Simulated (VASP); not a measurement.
**VASP 6.6.1 run: SnO2**

INCAR

```
METAGGA = R2SCAN
LWAVE = .FALSE.
ISIF = 2
ISMEAR = 0
NSW = 0
NELM = 120
LCHARG = .FALSE.
ADDGRID = .TRUE.
ALGO = Normal
LASPH = .TRUE.
PREC = Accurate
NBANDS = 20
LREAL = .FALSE.
EDIFF = 1E-7
IBRION = -1
SIGMA = 0.01
ENCUT = 520
```

KPOINTS

```
KPOINTS created by Atomic Simulation Environment
0
Gamma
8 8 8
0 0 0
```

POSCAR

```
Sn O
 1.0000000000000000
     0.0000000000000000    2.5334669720086236    2.5334669720086236
     2.5334669720086236    0.0000000000000000    2.5334669720086236
     2.5334669720086236    2.5334669720086236    0.0000000000000000
 Sn  O
   1   2
Cartesian
 -0.0000000000000000  0.0000000000000000  0.0000000000000000
  1.2667334860043118  1.2667334860043118  1.2667334860043118
  3.8002004580129354  3.8002004580129354  3.8002004580129354
```

The recommended PBE PAW datasets give the neutral cell 26 valence electrons.

Command

```
mpirun -np 1 vasp_std
```

OSZICAR

```
N       E                     dE             d eps       ncg     rms          rms(c)
DAV:   1     0.227645306247E+03    0.22765E+03   -0.13822E+04  1212   0.209E+03
DAV:   2    -0.246319649460E+02   -0.25228E+03   -0.23924E+03  1252   0.515E+02
DAV:   3    -0.502960788678E+02   -0.25664E+02   -0.25392E+02  1348   0.139E+02
DAV:   4    -0.509909565417E+02   -0.69488E+00   -0.69423E+00  1316   0.237E+01
DAV:   5    -0.510070148337E+02   -0.16058E-01   -0.16056E-01  1452   0.371E+00    0.107E+01
DAV:   6    -0.413206917246E+02    0.96863E+01   -0.66221E+00  1668   0.588E+01    0.436E+00
DAV:   7    -0.414554421972E+02   -0.13475E+00   -0.12191E+00  1312   0.967E+00    0.241E+00
DAV:   8    -0.414929055820E+02   -0.37463E-01   -0.16295E-01  1736   0.630E+00    0.683E-01
DAV:   9    -0.414810808675E+02    0.11825E-01   -0.60470E-02  1756   0.411E+00    0.146E-01
DAV:  10    -0.414813781800E+02   -0.29731E-03   -0.44763E-03  1288   0.561E-01    0.867E-02
DAV:  11    -0.414814642652E+02   -0.86085E-04   -0.10822E-03  1304   0.311E-01    0.562E-02
DAV:  12    -0.414814296881E+02    0.34577E-04   -0.69934E-05  1456   0.768E-02    0.287E-02
DAV:  13    -0.414814181003E+02    0.11588E-04   -0.66341E-05  1380   0.659E-02    0.130E-03
DAV:  14    -0.414814177577E+02    0.34258E-06   -0.17091E-06  1288   0.114E-02    0.232E-03
DAV:  15    -0.414814177725E+02   -0.14784E-07   -0.40641E-08   772   0.361E-03
   1 F= -.41481418E+02 E0= -.41481418E+02  d E =-.662448E-20
```

From OUTCAR

```
k-points           NKPTS =     29   k-points in BZ     NKDIM =     29   number of bands    NBANDS=     20

   NELECT =      26.0000    total number of electrons

   dimension x,y,z NGX =    28 NGY =   28 NGZ =   28
   dimension x,y,z NGXF=    56 NGYF=   56 NGZF=   56

  energy-cutoff  :      520.00
  volume of cell :       32.52
      direct lattice vectors                 reciprocal lattice vectors
     0.000000000  2.533466972  2.533466972    -0.197358010  0.197358010  0.197358010
     2.533466972  0.000000000  2.533466972     0.197358010 -0.197358010  0.197358010
     2.533466972  2.533466972  0.000000000     0.197358010  0.197358010 -0.197358010

 k-points in reciprocal lattice and weights: KPOINTS created by Atomic Simulation Env
   0.00000000  0.00000000  0.00000000       0.002
   0.12500000  0.00000000  0.00000000       0.016
   0.25000000  0.00000000  0.00000000       0.016
   0.37500000  0.00000000  0.00000000       0.016
   0.50000000  0.00000000  0.00000000       0.008
   0.12500000  0.12500000  0.00000000       0.012
   0.25000000  0.12500000  0.00000000       0.047
   0.37500000  0.12500000  0.00000000       0.047
   ...

 E-fermi :   7.7689

 k-point     1 :       0.0000    0.0000    0.0000
  band No.  band energies     occupation
      1     -13.4437      2.00000
      2     -13.4437      2.00000
      3     -13.4437      2.00000
      4     -13.2558      2.00000
      5     -13.2558      2.00000
      6     -12.9841      2.00000
      7      -9.1021      2.00000
      8       4.6742      2.00000
      9       4.6742      2.00000
     10       4.6742      2.00000
     11       6.2713      2.00000
     12       6.2713      2.00000
     13       6.2714      2.00000
     14       8.5655      0.00000
     15      15.5973      0.00000
     16      15.5973      0.00000
     17      15.5974      0.00000
     18      21.6130      0.00000
     19      23.9575      0.00000
     20      23.9575      0.00000

 k-point     2 :       0.1250    0.0000    0.0000
  band No.  band energies     occupation
      1     -13.5335      2.00000
      2     -13.4309      2.00000
      3     -13.4309      2.00000
      4     -13.2564      2.00000
      5     -13.2564      2.00000
      6     -12.8125      2.00000
      7      -9.0737      2.00000
      8       4.1455      2.00000
      9       4.5984      2.00000
     10       4.5984      2.00000
     11       5.4530      2.00000
     12       6.1582      2.00000
     13       6.1582      2.00000
     14       9.8032      0.00000
     15      15.3951      0.00000
     16      16.0028      0.00000
     17      16.0028      0.00000
     18      22.7718      0.00000
     19      24.0109      0.00000
     20      24.0110      0.00000

 k-point     3 :       0.2500    0.0000    0.0000
  band No.  band energies     occupation
      1     -13.7659      2.00000
      2     -13.4055      2.00000
      3     -13.4055      2.00000
      4     -13.2519      2.00000
      5     -13.2519      2.00000
      6     -12.2754      2.00000
      7      -9.1356      2.00000
      8       2.9819      2.00000
      9       4.4313      2.00000
     10       4.4313      2.00000
     11       4.6019      2.00000
     12       5.8863      2.00000
     13       5.8863      2.00000
     14      11.5718      0.00000
     15      15.4315      0.00000
     16      17.0815      0.00000
     17      17.0815      0.00000
     18      24.1215      0.00000
     19      24.1215      0.00000
     20      24.6629      0.00000

 ...

  Total        0.2773208      0.2773208      0.2773208      0.0000000      0.0000000     -0.0000000
  in kB       13.6620953     13.6620953     13.6620953      0.0000000      0.0000000     -0.0000000
  external PRESSURE =      13.6620953 kB  Pullay stress =       0.0000000 kB

 POSITION                                       TOTAL-FORCE (eV/Angst)
 -----------------------------------------------------------------------------------
      0.00000      0.00000      0.00000        -0.000000     -0.000000      0.000000
      1.26673      1.26673      1.26673         0.000000      0.000000      0.000000
      3.80020      3.80020      3.80020        -0.000000     -0.000000     -0.000000
 -----------------------------------------------------------------------------------
    total drift:                               -0.000000     -0.000000      0.000000

  FREE ENERGIE OF THE ION-ELECTRON SYSTEM (eV)
  ---------------------------------------------------
  free  energy   TOTEN  =       -41.4814177725 eV

  energy  without entropy=      -41.4814177725  energy(sigma->0) =      -41.48141777
```

It converged. Results: gap between bands v and c on the k mesh 0.86 eV; least direct gap on the k mesh 2.29 eV; pressure 1.4 GPa. Band v is the last that the valence electrons fill when counted band by band, and c is the next.

For comparison, a separate r²SCAN run of the intended cell, on usual settings and not on those above, gives a gap of 0.86 eV on its mesh and a pressure of 1.4 GPa.

The run above took about 42 s on one core of a shared host (Intel Xeon 6975P-C) and held 0.25 GiB at most.
